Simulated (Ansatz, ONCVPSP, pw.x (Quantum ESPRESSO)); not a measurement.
pw.x on fcc Ru: one setting changed

Potential: optimised norm-conserving Vanderbilt (ONCV), ONCVPSP 4.0.1.1 (patched build), PBE; core [Ar] 3d10, reference 4s2 4p6 4d7 5s0.5; waves: 4s+5s: rc 1.75 bohr, ncon 4, nbas 7, qcut 5.7 1/bohr, 2 projectors; 4p: rc 1.65 bohr, ncon 4, nbas 7, qcut 6.9 1/bohr, 1 projector; 4d: rc 2.00 bohr, ncon 3, nbas 8, qcut 6.8 1/bohr, 1 projector; local part: polynomial inside 0.86 bohr (lpopt 5, dvloc0 1 Ha); core correction: Teter function, fcfact 5.25, rcfact 1.05.

The reference run (k-mesh 15³, cutoffs 50/200 Ry, Fermi–Dirac 0.01 Ry, mixing_beta 0.4, conv_thr 1e-9, no spin) gives -3.60 GPa at 13.814 Å³/atom, where all-electron LAPW gives 0.83 GPa. This run, with its own iteration cap, changes degauss to 0.005.

```
&control
  calculation='scf', prefix='x', pseudo_dir='./', outdir='./tmp', tstress=.true., disk_io='none'
/
&system
  ibrav=0, nat=1, ntyp=1, ecutwfc=50, ecutrho=200, nbnd=16,
  occupations='smearing', smearing='fd', degauss=0.005
/
&electrons
  conv_thr=1e-09, mixing_beta=0.4, electron_maxstep=50
/
ATOMIC_SPECIES
Ru 1.0 Ru.UPF
CELL_PARAMETERS angstrom
  0.00000000 1.90442183 1.90442183
  1.90442183 0.00000000 1.90442183
  1.90442183 1.90442183 0.00000000
ATOMIC_POSITIONS crystal
Ru 0.0000 0.0000 0.0000
K_POINTS automatic
15 15 15 0 0 0
```

```bash
pw.x < Ru.scf.in > Ru.scf.out
```

**Question.** How does the run end?

**Answer.** It converges in 12 iterations; the free energy moves by +23.1 meV/atom and the pressure by -0.43 GPa. In a metal, with Fermi–Dirac smearing, F lies below its zero-width value by a term in the square of the width.

```
Message from routine setup:
     using ibrav=0 with symmetry is DISCOURAGED, use correct ibrav instead
     lattice parameter (alat)  =       5.0895  a.u.
     unit-cell volume          =      93.2215 (a.u.)^3
     number of electrons       =        16.00
     number of Kohn-Sham states=           16
     kinetic-energy cutoff     =      50.0000  Ry
     charge density cutoff     =     200.0000  Ry
     scf convergence threshold =      1.0E-09
     Exchange-correlation= PBE
     number of k points=   120  Fermi-Dirac smearing, width (Ry)=  0.0050
     iteration #  1     ecut=    50.00 Ry     beta= 0.40
     total energy              =    -195.24272850 Ry
     estimated scf accuracy    <       0.67552172 Ry
     iteration #  2     ecut=    50.00 Ry     beta= 0.40
     total energy              =    -195.32396765 Ry
     estimated scf accuracy    <       0.02173983 Ry
     iteration #  3     ecut=    50.00 Ry     beta= 0.40
     total energy              =    -195.32821182 Ry
     estimated scf accuracy    <       0.00155213 Ry
     [... 6 iterations left out ...]
     iteration # 10     ecut=    50.00 Ry     beta= 0.40
     total energy              =    -195.32837638 Ry
     estimated scf accuracy    <       0.00000003 Ry
     iteration # 11     ecut=    50.00 Ry     beta= 0.40
     total energy              =    -195.32837638 Ry
     estimated scf accuracy    <          8.7E-09 Ry
     iteration # 12     ecut=    50.00 Ry     beta= 0.40
     the Fermi energy is    23.0257 ev
!    total energy              =    -195.32837638 Ry
     estimated scf accuracy    <          4.2E-10 Ry
     smearing contrib. (-TS)   =      -0.00109155 Ry
     The total energy is F=E-TS. E is the sum of the following terms:
     one-electron contribution =     -35.07752029 Ry
     hartree contribution      =      28.96171176 Ry
     xc contribution           =     -26.14141778 Ry
     ewald contribution        =    -163.07005852 Ry
     convergence has been achieved in  12 iterations
          total   stress  (Ry/bohr**3)                   (kbar)     P=      -40.36
     Message from routine punch:
     Nothing written, as per user request (disk_io='none')
```

The run took about 30 s on one core of a shared host (Neoverse-N1, 64 threads, 124 GiB, load 59).
